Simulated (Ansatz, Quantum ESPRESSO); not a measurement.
Mg and the pressure, program beside program

The cell as given:

The structure is hexagonal, space group P6_3/mmc (No. 194). The conventional cell has a = 3.209 Å, b = 3.209 Å, c = 5.210 Å, α = 90.00°, β = 90.00°, γ = 120.00°. Mg (site symmetry -6m2) has 12 Mg at 3.20 to 3.21 Å as nearest neighbours.

Kept alike: task relaxation of cell and atoms; functional PBEsol; k mesh 10 × 10 × 5; occupations fermi-dirac, width 0.05 eV; no spin polarisation. The mesh is that of the run's cell of 2 atoms. No spin-orbit coupling.

- A: Ansatz, Ansatz PAW, made for PBE, cutoff 420 eV
- B: Quantum ESPRESSO, SSSP 1.3 efficiency PBE, made for PBE, cutoff 857 eV

| pressure (GPa) | A: volume (Å³/atom) | B: volume (Å³/atom) |
| --- | --- | --- |
| 0 | 22.575 | 22.562 |
| 2 | 21.490 | 21.492 |
| 5 | 20.253 | 20.268 |

Values on potentials made for another functional: all of A; all of B. Values hold for each row's relaxed cell, which stops near the pressure aimed at. Ansatz's stress holds its Pulay term. The runs follow the start's structure, whether or not it is the stable one at these pressures. For a metal such a mesh leaves the last digits unconverged.

How large is the effect of the pressure, and do the programs agree on it?

From 0 to 5 GPa the volume moves by -2.322 in A, -2.294 in B (Å³/atom). Row by row the programs differ by 0.002 to 0.015, and over this span the shifts, as printed, agree within about 1 %.
